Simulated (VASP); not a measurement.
The system is BAs.

```
CELL_PARAMETERS angstrom
0.00000 2.38850 2.38850
2.38850 0.00000 2.38850
2.38850 2.38850 0.00000
ATOMIC_POSITIONS crystal
As 0.75000 0.75000 0.75000
B 0.00000 0.00000 0.00000
```

Program: VASP 6.6.1. Alike in all runs: potentials or basis VASP PAW PBE potentials, release 64 (As, B); no spin polarisation; cell as given; cutoff (eV) 520.

**Question.** Order these runs on this cell by their pressure, lowest first.
A. level PBEsol; k mesh 10 × 10 × 10; smearing gaussian 0.05 eV; mesh quality not flagged
B. level RPBE; k mesh 10 × 10 × 10; smearing gaussian 0.05 eV; mesh quality not flagged
C. level PBE; k mesh 10 × 10 × 10; smearing gaussian 0.012 eV; mesh quality not flagged
D. level PBE-EpsX; k mesh 5 × 5 × 5; smearing fermi-dirac 0.05 eV; grid for exact exchange (PRECFOCK) Fast; exchange at q = 0 default; share of exact exchange 0.1013; mesh quality coarse

**Answer.** A (0.1 GPa), D (1.9 GPa), C (3.4 GPa), B (6.0 GPa).

Caveats: some runs use coarse meshes; the PAW data sets were made with another functional, which shifts forces and pressure a little (some runs); an unscreened hybrid on a path of extra k points without a Coulomb cutoff has errors near the mesh points, so the bands along the path aren't reliable (some runs).
